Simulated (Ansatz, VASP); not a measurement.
## CaO: VASP beside Ansatz

The input INCAR:

```
PREC = Accurate
ENCUT = 520
EDIFF = 1E-7
ISMEAR = 0
SIGMA = 0.01
LREAL = F
LASPH = T
NELM = 100
ALGO = Fast
ISIF = 2
LWAVE = F
LCHARG = F
GGA = RE
IVDW = 13
NBANDS = 15
```

Contents of KPOINTS:

```
Automatic mesh
0
Gamma
  7 7 7
```

Contents of POSCAR:

```
CaO
1.0
    0.0000000000      2.4035556960      2.4035556960
    2.4035556960      0.0000000000      2.4035556960
    2.4035556960      2.4035556960      0.0000000000
Ca O
1 1
Direct
   -0.0070860000      0.0117420000      0.0032250000
    0.5116020000      0.5137310000      0.4883550000
```

input.yaml

```yaml
crystal:
  lattice:
    - [0.0, 2.403555696, 2.403555696]
    - [2.403555696, 0.0, 2.403555696]
    - [2.403555696, 2.403555696, 0.0]
  atoms:
    - { symbol: Ca, position: [-0.007086, 0.011742, 0.003225] }
    - { symbol: O, position: [0.511602, 0.513731, 0.488355] }
hamiltonian:
  xc: revpbe
  pseudopotentials: { kind: paw, partial_waves: polarizable }
  dispersion: d4
kpoints:
  mp_grid: { grid: [7, 7, 7] }
scf:
  occupations: { method: gaussian, width: 0.01 }
output:
  forces: true
  stress: true
  eigenvalues: true
```

Change from the starting cell: atoms moved at random, drawn with an rms of 0.05 Å.

Alike in both runs: task single point; functional revPBE; dispersion D4; k mesh 7 × 7 × 7; occupations gaussian, width 0.01 eV; no spin polarisation.

```csv
,VASP,Ansatz
version,VASP 6.6.1,Ansatz 0.2.0
potentials or method,"VASP PAW PBE potentials, release 64 (Ca_sv, O)",Ansatz PAW polarizable
plane-wave cutoff (eV),520,420
valence electrons in the cell,16,16
```

|  | VASP | Ansatz | Ansatz less VASP |
| --- | --- | --- | --- |
| gap on the k mesh at the Fermi level (eV) | 3.83 | 3.85 | +0.020 |
| least direct gap on the mesh (eV) | 4.20 | 4.21 | +0.018 |
| pressure (GPa) | 1.3 | 0.7 | -0.58 |
| largest component of the traceless stress (GPa) | 0.20 | 0.20 | -0.009 |
| rms of the force components (eV/Å) | 0.107 | 0.102 | -0.0053 |
| dispersion energy (meV/atom) | -284.9 | -285.0 | -0.10 |

Atom by atom the forces differ by 0.005 eV/Å (rms over components).

Caveats: the PAW data sets were made with another functional, which shifts forces and pressure a little (VASP); an odd mesh through Γ misses points on the zone boundary, where band edges often lie (VASP); odd divisions of the mesh miss points on the zone boundary, where band edges often lie, so the gap on the mesh can be too wide (Ansatz); the pressure holds a Pulay correction of +0.4 GPa for the finite cutoff (Ansatz); the PAW data sets come from PBE, with cores solved anew for the run's functional, which leaves a small shift of forces and pressure (Ansatz).
